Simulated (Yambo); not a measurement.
Input of a Yambo 5.3.0 run:

The input g0w00.in:

```
gw0
dyson
el_el_corr
rim_cut
HF_and_locXC
ppa
em1d
RandQpts= 1000000
RandGvec= 50 RL
EXXRLvcs= 76 Ry
VXCRLvcs= 76 Ry
Chimod= "HARTREE"
% BndsRnXp
 1 | 124 |
%
NGsBlkXp= 12 Ry
% LongDrXp
 1 | 1 | 1 |
%
PPAPntXp= 27.21138 eV
% GbndRnge
 1 | 124 |
%
GTermKind= "BG"
DysSolver= "n"
ExtendOut
% QPkrange
 1 | 1 | 3 | 6 |
 13 | 13 | 3 | 6 |
%
```

scf.in

```
&CONTROL
  calculation = 'scf'
  prefix = 'pwscf'
  outdir = './tmp'
  pseudo_dir = './pseudo'
/
&SYSTEM
  ibrav = 0
  nat = 2
  ntyp = 2
  ecutwfc = 76
  nbnd = 9
  occupations = 'smearing'
  smearing = 'fd'
  degauss = 0.00367493
  force_symmorphic = .true.
/
&ELECTRONS
  conv_thr = 4d-10
  electron_maxstep = 120
  mixing_beta = 0.5
/
ATOMIC_SPECIES
P     30.9738 P.upf
B     10.8100 B.upf
CELL_PARAMETERS angstrom
   0.0000000000    2.2690000000    2.2690000000
   2.2690000000    0.0000000000    2.2690000000
   2.2690000000    2.2690000000    0.0000000000
ATOMIC_POSITIONS crystal
P      0.7500000000    0.7500000000    0.7500000000
B      0.0000000000    0.0000000000    0.0000000000
K_POINTS automatic
10 10 10 0 0 0
```

The input nscf.in:

```
&CONTROL
  calculation = 'nscf'
  prefix = 'pwscf'
  outdir = './tmp'
  pseudo_dir = './pseudo'
/
&SYSTEM
  ibrav = 0
  nat = 2
  ntyp = 2
  ecutwfc = 76
  nbnd = 124
  occupations = 'fixed'
  force_symmorphic = .true.
/
&ELECTRONS
  conv_thr = 1d-08
  diago_full_acc = .true.
  diago_thr_init = 1d-06
/
ATOMIC_SPECIES
P     30.9738 P.upf
B     10.8100 B.upf
CELL_PARAMETERS angstrom
   0.0000000000    2.2690000000    2.2690000000
   2.2690000000    0.0000000000    2.2690000000
   2.2690000000    2.2690000000    0.0000000000
ATOMIC_POSITIONS crystal
P      0.7500000000    0.7500000000    0.7500000000
B      0.0000000000    0.0000000000    0.0000000000
K_POINTS automatic
6 6 6 0 0 0
```

Potentials or basis: PseudoDojo 0.4.1 SR PBE standard.

Run with:

```bash
$ OMP_NUM_THREADS=1 pw.x -in scf.in > scf.out
$ OMP_NUM_THREADS=1 pw.x -in nscf.in > nscf.out
$ cd tmp/pwscf.save; p2y; mv SAVE ../..; cd ../..
$ OMP_NUM_THREADS=1 yambo
$ OMP_NUM_THREADS=1 yambo -F g0w00.in -J g0w00 -C g0w00_out
```

Q: What does it give for the quasiparticle gap?

A: 1.98 eV.

Q: Predict the least direct quasiparticle gap.

A: 4.28 eV.

Q: Predict the band gap on the k mesh, mean-field level.

A: 1.35 eV, indirect (least direct gap 3.41 eV).

Q: Estimate the quasiparticle gap at Γ.

A: 4.28 eV.

Quasiparticle terms (eV):
```csv
k point,band,Kohn-Sham level,Vxc,Σx,Σc,Z,result
"(0.000, 0.000, 0.000)",3,0.00,-13.30,-14.96,0.78,0.80,-0.70
"(0.000, 0.000, 0.000)",4,0.00,-13.30,-14.96,0.78,0.80,-0.70
"(0.000, 0.000, 0.000)",5,3.41,-12.02,-7.32,-4.49,0.80,3.58
"(0.000, 0.000, 0.000)",6,3.41,-12.02,-7.32,-4.49,0.80,3.58
"(0.000, -0.500, -0.500)",3,-4.11,-12.50,-15.94,2.31,0.78,-5.00
"(0.000, -0.500, -0.500)",4,-4.11,-12.50,-15.94,2.31,0.78,-5.00
"(0.000, -0.500, -0.500)",5,1.35,-10.83,-6.59,-4.21,0.81,1.37
"(0.000, -0.500, -0.500)",6,1.67,-10.68,-6.34,-4.25,0.81,1.75
```

Caveat: this k mesh misses the band edges, so its gaps are larger than the crystal's; this version prints the column dSc/dw multiplied by 27.2; the terminator is approximate in this version, by hundredths of an eV; the quasiparticle gap listed is the Kohn-Sham gap on the denser mesh of the self-consistent run plus the correction found on the GW mesh, so it differs from the gap in the log.
